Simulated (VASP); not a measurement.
# Si (Fd-3m) in VASP: further runs, part 2 of 2

VASP 6.6.1. Earlier steps stand in the parts before.

### 3 Relaxation of cell and atoms, r2SCAN

This run uses another cell than the first one, of 20.01 Å³/atom, 0.992 times its volume.

POSCAR

```
Si
1.0
    0.0000000000      2.7150000000      2.7150000000
    2.7150000000      0.0000000000      2.7150000000
    2.7150000000      2.7150000000      0.0000000000
Si
2
Direct
    0.0000000000      0.0000000000      0.0000000000
    0.2500000000      0.2500000000      0.2500000000
```

INCAR.step1

```
SYSTEM = Si
  PREC = Accurate
  ENCUT = 600
  ISMEAR = 0
  SIGMA = 0.03
  LREAL = .False.
  LASPH = .True.
  NELM = 100
  GGA = PE
  ALGO = Normal
  EDIFF = 1E-4
  LWAVE = .True.
  LCHARG = .False.
```

INCAR.step2

```
SYSTEM = Si
  PREC = Accurate
  ENCUT = 600
  EDIFF = 1E-6
  ISMEAR = 0
  SIGMA = 0.03
  LREAL = .False.
  LASPH = .True.
  NELM = 100
  ALGO = Normal
  ISIF = 3
  LWAVE = .False.
  LCHARG = .False.
  METAGGA = R2SCAN
  LMIXTAU = .True.
  IBRION = 2
  NSW = 80
  EDIFFG = -0.002
  ISTART = 1
```

KPOINTS

```
Automatic mesh
0
Gamma
  12 12 12
  0 0 0
```

Potentials or basis: VASP PAW PBE potentials, release 64 (Si).

On the command line:

```
cat potpaw_PBE.64/Si/POTCAR > POTCAR
cp INCAR.step1 INCAR
mpirun -np 1 vasp_std > vasp.out
cp INCAR.step2 INCAR
mpirun -np 1 vasp_std > vasp.out
```

OUTCAR:

```text
SYSTEM = Si
   PREC = Accurate
   ENCUT = 600
   EDIFF = 1E-6
   ISMEAR = 0
   LREAL = .False.
   LASPH = .True.
   NELM = 100
   ISIF = 3
   METAGGA = R2SCAN
   IBRION = 2
   NSW = 80
   EDIFFG = -0.002
   ISTART = 1

 ion  position               nearest neighbor table
   1  0.000  0.000  0.000-   2 2.35   2 2.35   2 2.35   2 2.35
   2  0.250  0.250  0.250-   1 2.35   1 2.35   1 2.35   1 2.35

  LATTYP: Found a face centered cubic cell.
 ALAT       =     5.4300000000

  Lattice vectors:

 A1 = (   0.0000000000,   2.7150000000,   2.7150000000)
 A2 = (   2.7150000000,   0.0000000000,   2.7150000000)
 A3 = (   2.7150000000,   2.7150000000,   0.0000000000)

Analysis of symmetry for initial positions (statically):
=====================================================================
 Subroutine PRICEL returns:
 Original cell was already a primitive cell.

 Routine SETGRP: Setting up the symmetry group for a
 face centered cubic supercell.

 Subroutine GETGRP returns: Found 48 space group operations
 (whereof 24 operations were pure point group operations)
 out of a pool of 48 trial point group operations.

The static configuration has the point symmetry T_d .
 The point group associated with its full space group is O_h .

Analysis of symmetry for dynamics (positions and initial velocities):
=====================================================================
 Subroutine PRICEL returns:
 Original cell was already a primitive cell.

 Routine SETGRP: Setting up the symmetry group for a
 face centered cubic supercell.

 Subroutine GETGRP returns: Found 48 space group operations
 (whereof 24 operations were pure point group operations)
 out of a pool of 48 trial point group operations.

The dynamic configuration has the point symmetry T_d .
[... 132 lines left out ...]
 non-spin polarized calculation
 Gauss-broadening in eV      SIGMA  =   0.03
  energy-cutoff  :      600.00
  volume of cell :       40.03
 maximum number of plane-waves:      1363
   NGX = 15   NGY = 15   NGZ = 15

--------------------------------------- Ionic step        1  -------------------------------------------

 number of electron       7.9999999 magnetization

 Free energy of the ion-electron system (eV)
  ---------------------------------------------------
  ext. energy  EPLUGINS =         0.00000000
  ---------------------------------------------------
  free energy    TOTEN  =       -17.54970033 eV

  energy without entropy =      -17.54970033  energy(sigma->0) =      -17.54970033

------------------------ aborting loop because EDIFF is reached ----------------------------------------

  FORCE on cell =-STRESS in cart. coord.  units (eV):
  Direction    XX          YY          ZZ          XY          YZ          ZX
  --------------------------------------------------------------------------------------
  -------------------------------------------------------------------------------------
  Total        0.1330140      0.1330140      0.1330140      0.0000000      0.0000000      0.0000000
  in kB        5.3243715      5.3243715      5.3243715      0.0000000      0.0000000      0.0000000
  external PRESSURE =       5.3243715 kB  Pullay stress =       0.0000000 kB
[... 59 lines left out ...]
--------------------------------------- Ionic step        3  -------------------------------------------

 number of electron       8.0000000 magnetization

 Free energy of the ion-electron system (eV)
  ---------------------------------------------------
  ext. energy  EPLUGINS =         0.00000000
  ---------------------------------------------------
  free energy    TOTEN  =       -17.55005507 eV

  energy without entropy =      -17.55005507  energy(sigma->0) =      -17.55005507

 E-fermi :   5.8065     XC(G=0):  -9.8355

 val. band max:        5.6870674432   @ k =   0.0000   0.0000   0.0000
 cond. band min:       6.4683749414   @ k =   0.4167   0.4167   0.0000
 fundamental gap:      0.7813074982
 Fermi energy:         5.8065232394

 k-point     1 :       0.0000    0.0000    0.0000
  band No.  band energies     occupation
      1      -6.8038      2.00000
      2       5.6871      2.00000
      3       5.6871      2.00000
      4       5.6871      2.00000
      5       8.4433      0.00000
      6       8.4433      0.00000
      7       8.4433      0.00000
      8       9.6148      0.00000
[... 243 lines left out ...]
 k-point    24 :      -0.4167    0.1667    0.0000
  band No.  band energies     occupation
      1      -4.0758      2.00000
      2      -1.3448      2.00000
      3       2.5904      2.00000
      4       4.0087      2.00000
      5       8.1503      0.00000
      6      10.1130      0.00000
      7      10.3885      0.00000
      8      14.2098      0.00000

 [... further k-points ...]

------------------------ aborting loop because EDIFF is reached ----------------------------------------

  FORCE on cell =-STRESS in cart. coord.  units (eV):
  Direction    XX          YY          ZZ          XY          YZ          ZX
  --------------------------------------------------------------------------------------
  -------------------------------------------------------------------------------------
  Total        0.0007244      0.0007244      0.0007244      0.0000000      0.0000000      0.0000000
  in kB        0.0288415      0.0288415      0.0288415      0.0000000      0.0000000      0.0000000
  external PRESSURE =       0.0288415 kB  Pullay stress =       0.0000000 kB
[... 17 lines left out ...]
  FREE ENERGIE OF THE ION-ELECTRON SYSTEM (eV)
  ---------------------------------------------------
  free  energy   TOTEN  =       -17.5500550667 eV

  energy  without entropy=      -17.5500550667  energy(sigma->0) =      -17.55005507

 reached required accuracy - stopping structural energy minimisation
```

OUTCAR.step1:

```text
SYSTEM = Si
   PREC = Accurate
   ENCUT = 600
   ISMEAR = 0
   LREAL = .False.
   LASPH = .True.
[... 488 lines left out ...]
      0.00000      0.00000      0.00000        -0.000000     -0.000000     -0.000000
      1.35750      1.35750      1.35750         0.000000      0.000000      0.000000
 -----------------------------------------------------------------------------------
    total drift:                               -0.000000      0.000000      0.000000

  FREE ENERGIE OF THE ION-ELECTRON SYSTEM (eV)
  ---------------------------------------------------
  free  energy   TOTEN  =       -10.8446576152 eV

  energy  without entropy=      -10.8446576152  energy(sigma->0) =      -10.84465762
```

It took 66 s on 1 thread of Intel Xeon 6975P-C (Granite Rapids), shared host; peak memory 0.18 GiB.

What came out:

* Free energy: -17.5501 eV
* Relaxed volume: 20.12 Å³/atom
* Relaxed cell: a = 3.846 Å, b = 3.846 Å, c = 3.846 Å, α = 60.00°, β = 60.00°, γ = 60.00°
* Space group after relaxing (to 0.05 Å): Fd-3m (No. 227)
* Energy gained by relaxing: 0.2 meV/atom
* Ionic steps: 3
* Pressure after relaxing: 0.0 GPa
* Band gap on the k mesh: 0.78 eV, indirect (least direct gap 2.76 eV)

The path:
| step | energy change (eV) | largest force (eV/Å) | pressure (GPa) | volume (Å³) |
| --- | --- | --- | --- | --- |
| 1 | 0.0000 | 0.0000 | 0.53 | 40.03 |
| 2 | -0.0001 | 0.0000 | -0.41 | 40.41 |
| 3 | -0.0004 | 0.0000 | 0.00 | 40.24 |

Final structure:
```
CELL_PARAMETERS angstrom
0.00000 2.71985 2.71985
2.71985 0.00000 2.71985
2.71985 2.71985 0.00000
ATOMIC_POSITIONS crystal
Si 0.00000 0.00000 0.00000
Si 0.25000 0.25000 0.25000
```

Caveat: the PAW data sets were made with another functional, which shifts forces and pressure a little. r2SCAN opens gaps a little over a GGA but as a rule still falls short of measured ones.
